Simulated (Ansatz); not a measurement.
Here is an Ansatz 0.2.0 calculation.

File input.yaml:

```yaml
crystal:
  lattice:
    - [3.542, 0.0, 0.0]
    - [0.0, 3.542, 0.0]
    - [0.0, 0.0, 3.542]
  atoms:
    - { symbol: Ni, position: [0.5, 0.5, 0.0], spin: 1.0 }
    - { symbol: Ni, position: [0.5, 0.0, 0.5], spin: 1.0 }
    - { symbol: Ni, position: [0.0, 0.5, 0.5], spin: 1.0 }
    - { symbol: Si, position: [0.0, 0.0, 0.0] }
hamiltonian:
  xc: pbesol
  pseudopotentials: { kind: paw }
magnetization:
  spin_polarized: true
kpoints:
  mp_grid: { grid: [8, 8, 8] }
scf:
  occupations: { method: fermi_dirac, width: 0.05 }
output:
  forces: true
  stress: true
  eigenvalues: true
```

Potentials or basis: Ansatz PAW.

Launch:

```bash
$ ansatz run input.yaml --threads 2 --pin off --max-ram 5632MiB --backend cpu --events-out ev --progress --plain --runs-dir out
```

Q: Estimate the absolute moment.

A: 0.00 μB per cell.

Q: What does it give for the pressure?

A: -14.1 GPa.

Q: Estimate the band gap on the k mesh.

A: None (metal or under the smearing width).

Caveat: the PAW data sets come from PBE, with cores solved anew for the run's functional, which leaves a small shift of forces and pressure; the starting moments weren't kept.
